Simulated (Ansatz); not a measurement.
An added Si started as a split pair with a Si atom in diamond Si, 65 atoms, charge −2

Method: DFT, PBEsol, PAW, plane waves (Ansatz 0.2.0).

Command:

```sh
ansatz run in.yaml --threads 8 --pin off --max-ram 118750MiB --runs-dir r --events-out ev --progress --plain --backend cuda --devices 0,
```

The input less its lattice and atoms (starting moments on atoms near the defect: 2 μB in all):

```yaml
crystal:
  symmetry: { detect: false }
kpoints:
  mp_grid: { grid: [1, 1, 1], shift: [0.25, 0.25, 0.25] }
hamiltonian:
  xc: pbesol
total_charge: -2
magnetization:
  spin_polarized: true
scf:
  occupations: { method: fermi_dirac, width: 0.01 }
relax:
  f_tol: 0.03
  max_steps: 80
  escape_saddle: false
  adjacent_minimum: "off"
output:
  forces: true
  eigenvalues: true
  populations: true
  charged_corrections: { epsilon: 11.7 }
```

Start:

```
Si
1.0
    10.86558    0.00000    0.00000
     0.00000   10.86558    0.00000
     0.00000    0.00000   10.86558
Si
65
Cartesian
  10.8573 0.0146 0.0049
  10.8237 0.0022 5.4408
  0.0216 5.4171 10.8114
  10.8557 5.4332 5.4061
  5.4236 0.0043 10.8623
  5.4449 10.8562 5.4393
  5.4262 5.4268 0.0513
  4.5901 4.5351 5.4213
  1.3318 1.3663 1.3535
  1.3741 1.3333 6.8557
  1.3432 6.8122 1.3586
  1.3630 6.7791 6.7814
  6.7760 1.3502 1.3668
  6.7920 1.3925 6.7989
  6.8334 6.8091 1.3911
  6.8024 6.8130 6.8259
  2.6898 2.7016 10.8526
  2.7097 2.7354 5.3997
  2.7339 8.1491 10.8602
  2.7044 8.1287 5.4193
  8.1480 2.7272 10.8533
  8.1274 2.7264 5.4462
  8.1604 8.1823 0.0037
  8.1616 8.1583 5.4299
  4.0838 4.0669 1.3709
  4.0553 4.0887 6.7819
  4.0738 9.5228 1.3446
  4.0491 9.4784 6.7996
  9.5042 4.0956 1.4059
  9.4838 4.0629 6.7922
  9.5222 9.5289 1.3626
  9.5266 9.5364 6.7875
  2.6839 0.0120 2.6657
  2.7184 0.0189 8.1763
  2.6923 5.4224 2.7204
  2.7313 5.4260 8.1467
  8.1655 0.0037 2.7420
  8.1609 0.0119 8.1281
  8.1732 5.4397 2.7039
  8.1545 5.4598 8.1846
  4.0810 1.3874 4.0806
  4.0909 1.3502 9.5117
  4.0704 6.7823 4.1014
  4.0319 6.7987 9.4755
  9.5225 1.3674 4.0916
  9.4670 1.3807 9.5320
  9.5093 6.7944 4.0604
  9.5324 6.7652 9.5149
  10.8565 2.7170 2.7215
  10.8450 2.7009 8.1443
  0.0117 8.1738 2.7149
  10.8297 8.1318 8.1326
  5.4250 2.6776 2.7149
  5.4569 2.6904 8.1459
  5.4395 8.1616 2.6910
  5.3896 8.1452 8.1589
  1.3559 4.0854 4.0663
  1.3350 4.1055 9.4995
  1.3127 9.5101 4.0715
  1.3874 9.4948 9.5228
  6.7705 4.0967 4.0792
  6.7917 4.0876 9.4976
  6.7638 9.5174 4.0565
  6.7927 9.4942 9.5217
  6.3012 6.2957 5.4289
```

Steps:

| step | energy less the first (eV) | largest force component (eV/Å) |
| --- | --- | --- |
| start | 0.000 | 35.761 |
| 1 | -14.089 | 10.226 |
| 2 | -17.180 | 2.840 |
| 3 | -17.774 | 0.910 |
| 4 | -17.819 | 0.282 |
| 5 | -17.902 | 0.106 |
| 6 | -17.913 | 0.041 |
| 7 | -17.914 | 0.025 |

A structure on the way, about -17.18 eV from the start:

```
Si
1.0
    10.86558    0.00000    0.00000
     0.00000   10.86558    0.00000
     0.00000    0.00000   10.86558
Si
65
Direct
  0.99933 0.00058 0.99983
  0.99950 0.00082 0.49971
  0.00102 0.49904 0.99928
  0.99864 0.49963 0.49861
  0.49966 0.00008 0.00027
  0.49936 0.99927 0.49997
  0.49962 0.50046 0.00241
  0.42307 0.42110 0.46611
  0.12386 0.12605 0.12484
  0.12482 0.12382 0.62784
  0.12482 0.62688 0.12451
  0.12464 0.62414 0.62412
  0.62601 0.12476 0.12491
  0.62444 0.12584 0.62472
  0.62699 0.62670 0.12673
  0.63225 0.63327 0.64283
  0.24910 0.25020 0.99976
  0.24808 0.24960 0.50178
  0.24963 0.75020 0.00079
  0.24923 0.74846 0.49969
  0.74938 0.25051 0.00133
  0.74744 0.25137 0.50065
  0.75041 0.75079 0.00089
  0.75028 0.75123 0.50115
  0.37524 0.37481 0.12635
  0.36828 0.36758 0.64218
  0.37580 0.87693 0.12375
  0.37369 0.87433 0.62491
  0.87636 0.37716 0.12541
  0.87384 0.37525 0.62485
  0.87551 0.87658 0.12599
  0.87597 0.87686 0.62422
  0.24917 0.00075 0.24833
  0.25007 0.99970 0.75157
  0.24999 0.49998 0.25083
  0.24723 0.50028 0.75299
  0.74960 0.00057 0.25081
  0.74941 0.00032 0.74941
  0.75130 0.50028 0.24953
  0.75133 0.49831 0.75511
  0.37510 0.12636 0.37699
  0.37611 0.12452 0.87706
  0.37672 0.62421 0.37648
  0.37317 0.62485 0.87686
  0.87476 0.12674 0.37640
  0.87302 0.12619 0.87650
  0.87495 0.62594 0.37507
  0.87657 0.62496 0.87683
  0.99953 0.25083 0.25015
  0.99822 0.24923 0.75007
  0.99998 0.75007 0.24917
  0.99904 0.74927 0.74914
  0.49987 0.24935 0.25058
  0.50107 0.24668 0.75385
  0.49917 0.75125 0.24871
  0.49527 0.75100 0.75417
  0.12529 0.37584 0.37626
  0.12383 0.37583 0.87547
  0.12416 0.87534 0.37472
  0.12550 0.87439 0.87601
  0.62345 0.37739 0.37562
  0.62485 0.37547 0.87738
  0.62408 0.87529 0.37495
  0.62487 0.87535 0.87612
  0.57681 0.57817 0.46436
```

End:

```
Si
1.0
    10.86558    0.00000    0.00000
     0.00000   10.86558    0.00000
     0.00000    0.00000   10.86558
Si
65
Cartesian
  10.8621 0.0028 0.0342
  10.8635 0.0040 5.4175
  0.0016 5.4453 10.8490
  10.8572 5.4272 5.4462
  5.4383 0.0088 10.8459
  5.4203 10.8646 5.4455
  5.4344 5.4412 0.0202
  4.5099 4.5096 4.7471
  1.3602 1.3672 1.3974
  1.3098 1.3164 6.8413
  1.3469 6.8144 1.3465
  1.3467 6.7806 6.8194
  6.8096 1.3517 1.3428
  6.7740 1.3531 6.8195
  6.7967 6.8046 1.3833
  6.8189 6.8248 6.8515
  2.7091 2.7159 0.0307
  2.6600 2.6669 5.5485
  2.7200 8.1706 0.0439
  2.6896 8.1457 5.4731
  8.1653 2.7275 0.0441
  8.1389 2.6957 5.4729
  8.1357 8.1418 0.0103
  8.1873 8.1946 5.5044
  4.0843 4.0895 1.3702
  4.0183 4.0240 6.9237
  4.0953 9.5754 1.3580
  4.0683 9.5122 6.8042
  9.5662 4.1037 1.3617
  9.5060 4.0737 6.8046
  9.4997 9.5059 1.3751
  9.5434 9.5494 6.8119
  2.7351 0.0243 2.7448
  2.7008 10.8499 8.1752
  2.7000 5.4261 2.7183
  2.6912 5.4352 8.1994
  8.1353 0.0017 2.7174
  8.1474 0.0047 8.1710
  8.1786 5.4458 2.7126
  8.1265 5.4014 8.1634
  4.0706 1.4019 4.1456
  4.0662 1.3605 9.5349
  4.0234 6.8487 4.0472
  4.0633 6.8038 9.5537
  9.5015 1.3764 4.0833
  9.4985 1.3691 9.5513
  9.5121 6.8131 4.1151
  9.4894 6.7945 9.5087
  0.0171 2.7418 2.7444
  10.8444 2.7072 8.1753
  10.8612 8.1418 2.7178
  10.8639 8.1535 8.1709
  5.4225 2.7032 2.7138
  5.4295 2.6985 8.1991
  5.4373 8.1901 2.7071
  5.3963 8.1328 8.1631
  1.3930 4.0763 4.1471
  1.3525 4.0730 9.5362
  1.3699 9.5076 4.0838
  1.3620 9.5044 9.5511
  6.8378 4.0266 4.0494
  6.7972 4.0696 9.5544
  6.8049 9.5182 4.1142
  6.7884 9.4954 9.5080
  6.2878 6.3009 4.6641
```

Self-consistency was reached.

Time: 12 s of wall time on one NVIDIA GB300 with 8 processor threads, on a host shared with other runs; peak host memory 1.9 GiB.

**Question.** How much energy did the relaxation gain, and which atom moved most?

**Answer.** 17.91 eV in 7 steps, from a start with small random displacements (neighbours that lie too close to an added atom are first pushed off); atom 65 (Si) moved 0.76 Å, the median atom 0.05 Å (drift of the whole cell removed).

The moment started at 2 μB and ended at 0.0 μB; no other spin state is shown. The program warned that the state may not be the lowest. The one k point has no symmetry partners, which can distort the end along one axis.
